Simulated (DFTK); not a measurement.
Crystal: HfC.

```
Hf C
1.0
     0.00000    2.32500    2.32500
     2.32500    0.00000    2.32500
     2.32500    2.32500    0.00000
Hf C
1 1
Direct
  0.50000 0.50000 0.50000
  0.00000 0.00000 0.00000
```

Base run:

| Property | Result |
| --- | --- |
| Program | DFTK 0.8.2 |
| Functional | LDA |
| Potentials or basis | SG15 1.2 (PBE) |
| Cutoff | 1225 eV |
| k mesh | 8 × 8 × 8 |
| Occupations | fermi-dirac, width 0.05 eV |
| Spin | no spin polarisation |

Its results: band gap on the k mesh none (metal or under the smearing width); pressure -15.0 GPa.

**Question.** After a change of settings the same cell gave: band gap on the k mesh none (metal or under the smearing width); pressure -10.1 GPa. Which change was it?
A. potentials or basis from SG15 1.2 (PBE) to cp2k.nc.sr.lda.v0_1.semicore.gth (LDA, GTH); cutoff from 1225 eV to 1551 eV; k mesh from 8 × 8 × 8 to 10 × 10 × 10; valence electrons from 30 to 16
B. functional from LDA to TASK; k mesh from 8 × 8 × 8 to 6 × 6 × 6
C. functional from LDA to r2SCAN
D. functional from LDA to PBEsol

**Answer.** C.

Caveats: the potentials were made for another functional, which shifts forces and pressure; spin-orbit coupling is left out, which moves the levels of the heavy elements.

Runs at the PBE level aren't shown here.
